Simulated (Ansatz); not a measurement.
## Stress against strain in MgTe

```xyz
4
Lattice="4.5400 0.0000 0.0000 -2.2700 3.9318 0.0000 0.0000 0.0000 7.3950" Properties=species:S:1:pos:R:3 pbc="T T T"
Mg    0.0000    2.6212    0.0000
Mg    2.2700    1.3106    3.6975
Te    0.0000    2.6212    2.7361
Te    2.2700    1.3106    6.4336
```

Atom numbers follow the list: Mg1, Mg2, Te3, Te4.

The cell is COD entry 1538744, as deposited and not checked against the literature; nothing was relaxed.

No spin–orbit coupling, which matters for the heavy atoms here.

Level of theory: Ansatz 0.2.0, DFT, PBEsol, all-electron LAPW, scalar-relativistic.

Sampling and basis: a Γ-centred 10×10×6 k mesh, Fermi–Dirac smearing of 0.05 eV, basis error target 1 meV/atom, no spin polarisation.

The strain is applied along the Cartesian axes of the cell as listed (the other components stay zero). Fractional coordinates are held (clamped ions).

σ is the change of stress from the unstrained cell, which is at 0.44 GPa; tension is positive, so slopes are stress–strain coefficients at that pressure.

Only quantities that a quadratic follows smoothly over the whole series are listed; rougher ones are left out.

```tsv
εzz	σzz (GPa)	σxx (GPa)
-0.0200	-2.06	-0.31
0.0000	0.00	0.00
0.0100	0.89	0.15
0.0200	1.71	0.29
```

Question: Fit the series and read off the stiffness at zero strain.

Answer: Least-squares fits y = p0 + p1 x + p2 x² to the rows give σzz (GPa): p1 = 94.2, p2 = -430; σxx (GPa): p1 = 15, p2 = -27. So C33 = 94 GPa and C13 = 15 GPa, for these axes.

Question: One run, at εzz = -0.0100, is withheld. Predict its row.

Answer: The fits give -0.99, -0.15; the run gave -0.98, -0.15.
